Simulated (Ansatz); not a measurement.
A plane-wave DFT run in Ansatz 0.2.0 (scalar-relativistic PAW potentials unless the input names others): input and command.

```yaml
crystal:
  lattice:
    - [0.0, 2.82877, 2.82877]
    - [2.82877, 0.0, 2.82877]
    - [2.82877, 2.82877, 0.0]
  atoms:
    - { symbol: Ge, position: [0.5, 0.5, 0.5] }
    - { symbol: Ge, position: [0.7897699353, 0.7102300647, 0.7897699353] }
basis:
  ecutwfc: "40 Ry/bohr"
kpoints:
  mp_grid: { grid: [12, 12, 12] }
hamiltonian:
  xc: pbe
scf:
  occupations: { method: gaussian, width: 0.1 }
  max_iter: 100
output:
  forces: true
  eigenvalues: true
  stress: true
```

```bash
ansatz run input.yaml --threads 1 --pin off --max-ram 1331MiB --backend cpu --events-out ev --progress --plain --runs-dir out
```

**Question.** What will the program do with this input?

**Answer.** The program refuses it, because of a cutoff in the wrong unit (basis.ecutwfc: 420 → "40 Ry/bohr"). With the sound run's settings it is accepted.

Abridged log:
```
Error: YAML parse error: error: line 10 column 12: unknown unit factor `Ry/bohr`
  --> <input>:10:12
   |
 8 |     - { symbol: Ge, position: [0.7897699353, 0.7102300647, 0.7897699353] }
 9 | basis:
10 |   ecutwfc: "40 Ry/bohr"
   |            ^ unknown unit factor `Ry/bohr`
11 | kpoints:
12 |   mp_grid: { grid: [12, 12, 12] }
   |
```